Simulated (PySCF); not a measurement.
**How good is the calculation?**

Geometry:
```tsv
atom	x (Å)	y (Å)	z (Å)
O1	2.371	-0.288	0.044
C2	1.024	-0.199	0.031
C3	0.292	-1.391	-0.009
C4	-1.098	-1.350	-0.023
C5	-1.776	-0.130	0.002
C6	-1.044	1.054	0.042
C7	0.349	1.026	0.056
H8	2.746	0.599	0.071
H9	0.836	-2.338	-0.028
H10	-1.659	-2.287	-0.055
H11	-2.868	-0.105	-0.009
H12	-1.559	2.018	0.062
H13	0.920	1.959	0.087
```

Published estimates (parent shift plus substituent increments) and measurements: δ 1H H10/H12 7.24; H11 6.93; H9/H13 6.82 ppm (measured; solution, not stated in the table (CDCl3 in this author's series); The use of chemical shift calculations in the conformational analysis of substituted benzenes, New J. Chem. 2019 (ESI)).
δ 1H H10/H12 7.17; H9/H13 6.84; H11 6.80 ppm (measured; solution, acetone, 309 K; Shapiro, Mohrmann, J. Phys. Chem. Ref. Data 1977, 6, 919).
δ 13C C4/C6 129.9; C5 121.1; C3/C7 115.7; δ 1H H10/H12 7.24; H11 6.93; H9/H13 6.83 ppm (estimated from measurements, as parent shift plus tabulated substituent increment; solution, not stated per compound (mostly CDCl3 or CCl4); Pretsch, Buehlmann, Badertscher, Structure Determination of Organic Compounds, 4th ed. (2009)).
δ 1H H10/H12 7.09; H11 6.82; H9/H13 6.73 ppm (measured; solution, CCl4, 309 K; Shapiro, Mohrmann, J. Phys. Chem. Ref. Data 1977, 6, 919). Coupling constants: 3J(H9,H10) 8.2 Hz, 4J(H9,H11) 1.1 Hz, 5J(H9,H12) 0.5 Hz, 4J(H9,H13) 2.7 Hz, 3J(H10,H11) 7.4 Hz, 4J(H10,H12) 1.7 Hz, 1J(C3,H9) 158.3 Hz, 1J(C4,H10) 159.0 Hz, 1J(C5,H11) 160.8 Hz.

PySCF 2.14 calculation with couplings computed with B3LYP/pcJ-1 (without the spin–dipole term), GIAO B3LYP/pcSseg-2 shieldings and geometry: PBE0-D3(BJ)/def2-SVP; single conformer, isolated molecule, rapidly exchanging positions averaged, no relativistic terms.

Task: Set the calculated values beside the experiment.

Result: 
Reference values: measured (solution, not stated in the table (CDCl3 in this author's series); The use of chemical shift calculations in the conformational analysis of substituted benzenes, New J. Chem. 2019 (ESI)).
```tsv
atoms	quantity	reference	computed	computed, scaled
H10/H12	δ 1H	7.24	7.35	7.18
H11	δ 1H	6.93	6.95	6.80
H9/H13	δ 1H	6.82	6.79	6.63
```

Reference values: measured (solution, acetone, 309 K; Shapiro, Mohrmann, J. Phys. Chem. Ref. Data 1977, 6, 919).
```json
{"atoms": "H10/H12", "quantity": "δ 1H", "reference": "7.17", "computed": "7.35", "computed, scaled": "7.18"}
{"atoms": "H9/H13", "quantity": "δ 1H", "reference": "6.84", "computed": "6.79", "computed, scaled": "6.63"}
{"atoms": "H11", "quantity": "δ 1H", "reference": "6.80", "computed": "6.95", "computed, scaled": "6.80"}
```

Reference values: estimated from measurements, as parent shift plus tabulated substituent increment (solution, not stated per compound (mostly CDCl3 or CCl4); Pretsch, Buehlmann, Badertscher, Structure Determination of Organic Compounds, 4th ed. (2009)).
```json
{"atoms": "C4/C6", "quantity": "δ 13C", "reference": "129.9", "computed": "139.7", "computed, scaled": "131.5"}
{"atoms": "C5", "quantity": "δ 13C", "reference": "121.1", "computed": "128.3", "computed, scaled": "120.6"}
{"atoms": "C3/C7", "quantity": "δ 13C", "reference": "115.7", "computed": "121.9", "computed, scaled": "114.5"}
{"atoms": "H10/H12", "quantity": "δ 1H", "reference": "7.24", "computed": "7.35", "computed, scaled": "7.18"}
{"atoms": "H11", "quantity": "δ 1H", "reference": "6.93", "computed": "6.95", "computed, scaled": "6.80"}
{"atoms": "H9/H13", "quantity": "δ 1H", "reference": "6.83", "computed": "6.79", "computed, scaled": "6.63"}
```

Reference values: measured (solution, CCl4, 309 K; Shapiro, Mohrmann, J. Phys. Chem. Ref. Data 1977, 6, 919).
```json
{"atoms": "H10/H12", "quantity": "δ 1H", "reference": "7.09", "computed": "7.35", "computed, scaled": "7.18"}
{"atoms": "H11", "quantity": "δ 1H", "reference": "6.82", "computed": "6.95", "computed, scaled": "6.80"}
{"atoms": "H9/H13", "quantity": "δ 1H", "reference": "6.73", "computed": "6.79", "computed, scaled": "6.63"}
```

Computed shifts are σ(ref) − σ with the named reference compound (TMS for H and C) calculated as an isolated molecule at the same level. The measured values may be among those fitted. Shieldings were converted by linear fits to measured shifts (mostly CDCl3, TMS scale, for H and C): 1H (scatter 0.18 ppm rms); 13C (scatter 2.4 ppm rms). Occasional misses reach two or three times the rms, and more in compound classes unlike the fitted ones. Hydrogens on heteroatoms aren't scaled, only referred to computed TMS.

Coupling constants in Hz (some tables give magnitudes without signs):
```tsv
coupling	reference	computed	source
3J(H9,H10)	8.2	9.0	measured; solution (compiled); Pretsch, Buehlmann, Badertscher, Structure Determination of Organic Compounds, 4th ed., Springer 2009
4J(H9,H11)	1.1	0.7	measured; solution (compiled); Pretsch, Buehlmann, Badertscher, Structure Determination of Organic Compounds, 4th ed., Springer 2009
5J(H9,H12)	0.5	0.4	measured; solution (compiled); Pretsch, Buehlmann, Badertscher, Structure Determination of Organic Compounds, 4th ed., Springer 2009
4J(H9,H13)	2.7	2.6	measured; solution (compiled); Pretsch, Buehlmann, Badertscher, Structure Determination of Organic Compounds, 4th ed., Springer 2009
3J(H10,H11)	7.4	8.2	measured; solution (compiled); Pretsch, Buehlmann, Badertscher, Structure Determination of Organic Compounds, 4th ed., Springer 2009
4J(H10,H12)	1.7	1.3	measured; solution (compiled); Pretsch, Buehlmann, Badertscher, Structure Determination of Organic Compounds, 4th ed., Springer 2009
1J(C3,H9)	158.3	164.7	measured; liquid or solution (compiled); San Fabian, Garcia de la Vega, Suardiaz et al., Magn. Reson. Chem. 2013, 51, 775 (SI)
1J(C4,H10)	159.0	165.9	measured; liquid or solution (compiled); San Fabian, Garcia de la Vega, Suardiaz et al., Magn. Reson. Chem. 2013, 51, 775 (SI)
1J(C5,H11)	160.8	169.5	measured; liquid or solution (compiled); San Fabian, Garcia de la Vega, Suardiaz et al., Magn. Reson. Chem. 2013, 51, 775 (SI)
```

Task: How far are the unscaled 1H shifts from the references?

Result: Mean signed difference +0.08 ppm, mean absolute 0.10 ppm over 12 comparisons; the largest is +0.26 ppm at H10/H12 (hydrogen on an aromatic CH).

Task: How far are the unscaled 13C shifts from the references?

Result: Mean signed difference +7.73 ppm, mean absolute 7.73 ppm over 3 comparisons; the largest is +9.8 ppm at C4/C6 (aromatic CH).

24 of the 49 published NMR values on file for this molecule are compared. The rest: values from further sources, values whose atom or origin is in doubt.

Unscaled 3J(H,H) at this level run about 10 % above measured values.
